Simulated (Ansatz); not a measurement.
Molecular dynamics on a 2×2×2 supercell (16 atoms) of MgSe (rocksalt), relaxed with r2SCAN. Forces come from PBE in the plane-wave code Ansatz: a Nosé-Hoover thermostat at fixed volume, 200 K, steps of 1.5 fs. Computed, non-magnetic; the trajectory is short and the cell small, so nothing here is a converged average.

```yaml
crystal:
  lattice:
    - [0.0, 5.4725387524, 5.4725387524]
    - [5.4725387524, 0.0, 5.4725387524]
    - [5.4725387524, 5.4725387524, 0.0]
  atoms:
    - { symbol: Mg, position: [0.0, 0.0, 0.0] }
    - { symbol: Se, position: [0.25, 0.25, 0.25] }
    - { symbol: Mg, position: [0.0, 0.0, 0.5] }
    - { symbol: Se, position: [0.25, 0.25, 0.75] }
    - { symbol: Mg, position: [0.0, 0.5, 0.0] }
    - { symbol: Se, position: [0.25, 0.75, 0.25] }
    - { symbol: Mg, position: [0.0, 0.5, 0.5] }
    - { symbol: Se, position: [0.25, 0.75, 0.75] }
    - { symbol: Mg, position: [0.5, 0.0, 0.0] }
    - { symbol: Se, position: [0.75, 0.25, 0.25] }
    - { symbol: Mg, position: [0.5, 0.0, 0.5] }
    - { symbol: Se, position: [0.75, 0.25, 0.75] }
    - { symbol: Mg, position: [0.5, 0.5, 0.0] }
    - { symbol: Se, position: [0.75, 0.75, 0.25] }
    - { symbol: Mg, position: [0.5, 0.5, 0.5] }
    - { symbol: Se, position: [0.75, 0.75, 0.75] }
kpoints:
  mp_grid: { grid: [2, 2, 2] }
hamiltonian:
  xc: pbe
scf:
  occupations: { method: fermi_dirac, width: 0.02 }
md:
  ensemble: nvt_nose_hoover
  temperature: 200
  timestep: 1.5
  n_steps: 40
  initial_velocities: maxwell_boltzmann
  seed: 6893
```

Command: `ansatz run input.yaml --threads 4 --pin off --max-ram 3686MiB --backend cpu --events-out ev --progress --plain --runs-dir out`. Wall time 3.3 min on 4 threads of Arm Neoverse N1 (shared host); peak host memory 1.4 GiB.

```tsv
step	t (fs)	T (K)	free energy F from step 0 (meV/atom)	kinetic energy (meV/atom)	largest force (eV/Å)
0	0	200	0.0	24.2	0.00
1	1.5	199	0.1	24.2	0.05
2	3	198	0.3	23.9	0.11
3	4.5	195	0.6	23.6	0.16
4	6	191	1.1	23.1	0.21
5	7.5	186	1.7	22.5	0.26
6	9	180	2.4	21.8	0.31
7	10.5	173	3.2	21.0	0.35
8	12	166	4.1	20.1	0.39
9	13.5	159	5.0	19.2	0.43
10	15	151	6.0	18.3	0.46
11	16.5	143	6.9	17.3	0.50
12	18	135	7.9	16.4	0.52
13	19.5	128	8.8	15.5	0.55
14	21	121	9.7	14.6	0.57
15	22.5	114	10.5	13.8	0.58
16	24	108	11.3	13.1	0.59
17	25.5	102	12.0	12.4	0.60
18	27	98	12.6	11.8	0.60
19	28.5	94	13.1	11.3	0.60
20	30	90	13.5	11.0	0.60
21	31.5	88	13.8	10.7	0.59
22	33	86	14.0	10.4	0.58
23	34.5	85	14.2	10.3	0.57
24	36	85	14.3	10.3	0.55
25	37.5	85	14.3	10.3	0.56
26	39	85	14.3	10.3	0.58
27	40.5	86	14.3	10.4	0.59
28	42	87	14.2	10.5	0.61
29	43.5	88	14.1	10.6	0.62
30	45	89	14.1	10.7	0.64
31	46.5	90	14.0	10.9	0.65
32	48	90	14.0	11.0	0.66
33	49.5	91	14.0	11.0	0.67
34	51	91	14.0	11.1	0.68
35	52.5	91	14.1	11.1	0.68
36	54	91	14.2	11.1	0.69
37	55.5	91	14.3	11.0	0.69
38	57	90	14.4	10.9	0.69
39	58.5	89	14.6	10.8	0.69
40	60	88	14.8	10.7	0.69
```

The temperature starts at 200 K, is lowest at step 25 (85 K, 37.5 fs) and ends at 88 K. The thermostat hasn't had time to restore it. The atoms start on their lattice sites with kinetic energy alone, so much of it first passes into potential energy. By the last step the atoms have moved 0.12 Å in the root mean square, the drift of the whole cell taken out, 0.17 Å at most.

Positions (Å) and forces (eV/Å) at step 40:
```
Mg  -0.162   0.046  -0.004     0.481  -0.231  -0.089
Se   2.883   2.706   2.780    -0.471   0.062  -0.134
Mg   2.647   2.711   0.058     0.117  -0.038   0.008
Se   5.574   5.470   2.660    -0.161   0.101   0.210
Mg   2.807  -0.052   2.704    -0.122   0.182   0.067
Se   5.415   2.770   5.460     0.261  -0.114   0.202
Mg   5.570   2.682   2.780    -0.137   0.243  -0.268
Se   8.188   5.596   5.555    -0.273  -0.556  -0.310
Mg   0.050   2.823   2.711     0.091  -0.328   0.142
Se   2.698   5.410   5.482    -0.112   0.167  -0.249
Mg   2.806   5.415   2.715     0.036   0.040   0.287
Se   5.355   8.169   5.428     0.095   0.114   0.000
Mg   2.574   2.725   5.550     0.063   0.257  -0.192
Se   5.493   5.485   8.172     0.106  -0.126   0.135
Mg   5.409   5.409   5.388    -0.021   0.337   0.009
Se   8.232   8.213   8.239     0.047  -0.112   0.182
```
